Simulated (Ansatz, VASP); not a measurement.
## Ge in VASP and in Ansatz

```
Ge
1.0
     1.29942   -2.54739    0.00000
     1.29942    2.54739    0.00000
     0.00000    0.00000    2.69966
Ge
1
Direct
  0.50000 0.50000 0.00000
```

Alike in both runs: task single point; functional PBEsol; k mesh 16 × 16 × 16; occupations gaussian, width 0.1 eV; no spin polarisation.

```csv
,VASP,Ansatz
version,VASP 6.6.1,Ansatz 0.2.0
potentials or method,"VASP PAW PBE potentials, release 64 (Ge_d)","scalar-relativistic, plane waves, PAW"
plane-wave cutoff (eV),520,420
valence electrons in the cell,14,14
```

|  | VASP | Ansatz | Ansatz less VASP |
| --- | --- | --- | --- |
| gap on the k mesh at the Fermi level (eV) | none | none | - |
| pressure (GPa) | 3.4 | 3.5 | +0.12 |
| largest component of the traceless stress (GPa) | 8.19 | 8.20 | +0.013 |

A gap of «none» marks a metal or a gap that the smearing closes.

Caveats: the PAW data sets were made with another functional, which shifts forces and pressure a little (VASP).
